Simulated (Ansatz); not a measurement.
Crystal: SiC (Moissanite 6H).

```
Si C
1.0
     3.09500    0.00000    0.00000
    -1.54750    2.68035    0.00000
     0.00000    0.00000   15.17000
Si C
6 6
Direct
  0.66667 0.33333 0.45830
  0.33333 0.66667 0.95830
  0.66667 0.33333 0.79170
  0.33333 0.66667 0.29170
  0.00000 0.00000 0.62500
  0.00000 0.00000 0.12500
  0.66667 0.33333 0.33330
  0.33333 0.66667 0.83330
  0.66667 0.33333 0.66670
  0.33333 0.66667 0.16670
  0.00000 0.00000 0.50000
  0.00000 0.00000 0.00000
```

Base run:

* Program: Ansatz 0.2.0
* Functional: SVWN5
* Potentials or basis: Ansatz PAW
* Cutoff: 420 eV
* Density cutoff: 1680 eV
* k mesh: 10 × 10 × 2
* Occupations: fermi-dirac, width 0.05 eV
* Spin: no spin polarisation

Its results: band gap on the k mesh 1.98 eV, indirect (least direct gap 3.07 eV); pressure -7.4 GPa; largest force 0.144 eV/Å.

After a change of settings the same cell gave: band gap on the k mesh 2.03 eV, indirect (least direct gap 3.13 eV); pressure 2.6 GPa; largest force 0.141 eV/Å. Which change was it?
A. functional from SVWN5 to LDA
B. functional from SVWN5 to BPBE
C. functional from SVWN5 to revPBE
D. functional from SVWN5 to PBE; potentials or basis from Ansatz PAW to Ansatz PAW earlier set; cutoff from 420 eV to 820 eV; density cutoff from 1680 eV to 3280 eV

C.

revPBE binds less tightly than SVWN5, so the same cell stands under more pressure.

Caveats: the PAW data sets come from PBE, with cores solved anew for the run's functional, which leaves a small shift of forces and pressure; the potentials were made for another functional, which shifts forces and pressure (some runs).

Not every run made on this cell is shown here.
